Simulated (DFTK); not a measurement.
CdO (Monteponite):

```xyz
2
Lattice="0.0000 2.3495 2.3495 2.3495 0.0000 2.3495 2.3495 2.3495 0.0000" Properties=species:S:1:pos:R:3 pbc="T T T"
Cd    0.0000    0.0000    0.0000
O     2.3495    2.3495    2.3495
```

Base run:

```yaml
Program: DFTK 0.8.2
Functional: TASK
Potentials_or_basis: SG15 1.2 (PBE)
Cutoff: 1225 eV
k_mesh: 7 × 7 × 7
Occupations: fermi-dirac, width 0.05 eV
Spin: no spin polarisation
```

Its results: band gap on the k mesh 0.56 eV, indirect (least direct gap 1.86 eV); pressure 13.3 GPa.

**Question.** The run is repeated on the same cell with these changes: functional from TASK to r2SCAN. What comes out?

**Answer.** Band gap on the k mesh none (metal or under the smearing width); pressure 0.0 GPa.

Caveats: the potentials were made for another functional, which shifts forces and pressure; this crystal is a semiconductor, whose small gap the functional closes, so the metal is an error of the method (some runs).

A k mesh can miss the band edges.
